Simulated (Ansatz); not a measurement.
Clean, relaxed (010) surface of HfSi2, space group Cmcm (No. 63) (top face towards +c; atoms held fixed, by place in the list: 1, 2, 3, 4, 5, 6):

```yaml
crystal:
  lattice:
    - [3.63610, 0.00000, 0.00000]
    - [0.00000, 3.65000, 0.00000]
    - [0.00000, 0.00000, 29.26377]
  atoms:
    - { symbol: Si, position: [0.25000, 0.50000, 0.29046] }
    - { symbol: Si, position: [0.75000, 0.00000, 0.29068] }
    - { symbol: Hf, position: [0.75000, 0.50000, 0.36180] }
    - { symbol: Si, position: [0.25000, 0.00000, 0.38607] }
    - { symbol: Si, position: [0.75000, 0.00000, 0.44017] }
    - { symbol: Hf, position: [0.25000, 0.50000, 0.46444] }
    - { symbol: Si, position: [0.25000, 0.00000, 0.53667] }
    - { symbol: Si, position: [0.75000, 0.50000, 0.53636] }
    - { symbol: Hf, position: [0.75000, 0.00000, 0.60725] }
    - { symbol: Si, position: [0.25000, 0.50000, 0.63549] }
    - { symbol: Si, position: [0.75000, 0.50000, 0.69899] }
    - { symbol: Hf, position: [0.25000, 0.00000, 0.70405] }
```

The calculation used Ansatz, DFT PBEsol, scalar-relativistic, plane waves, PAW. Cutoff 420 eV; k points 8×8×1 on the computed 12-atom cell (Γ-centred); Gaussian smearing, width 0.10 eV; no spin polarisation. A dipole correction removes the field between periodic images along c.

E_ads counts from the clean slab and the free adsorbate (spin-polarised where it has unpaired electrons); negative means bound. With the adsorbate the cell is lengthened along c to keep the vacuum.

Q: O (atom) is put at the hollow (Hf-Hf) at (0.75, 0.00) site, one adsorbate per 13.3 Å². What structure does it relax to?

A: E_ads = -7.13 eV. Contacts: O–Hf 2.05 Å.

```xyz
13
Lattice="3.6361 0.0000 0.0000 0.0000 3.6500 0.0000 0.0000 0.0000 31.2638" Properties=species:S:1:pos:R:3 pbc="T T T"
Si    0.9090    1.8250    8.5000
Si    2.7271    0.0000    8.5063
Hf    2.7271    1.8250   10.5875
Si    0.9090    0.0000   11.2978
Si    2.7271    0.0000   12.8810
Hf    0.9090    1.8250   13.5913
Si    0.9090    0.0000   15.6710
Si    2.7271    1.8250   15.6747
Hf    2.7271    0.0000   17.7713
Si    0.9090    1.8250   18.4186
Si    2.7271    1.8250   19.9725
Hf    0.9090    0.0000   21.0405
O     2.7271    3.6500   21.9964
```

Each end is the local minimum or symmetric point that its start leads to.

The adsorbed runs have no spin polarisation, so weakly bound open-shell ends lie too high.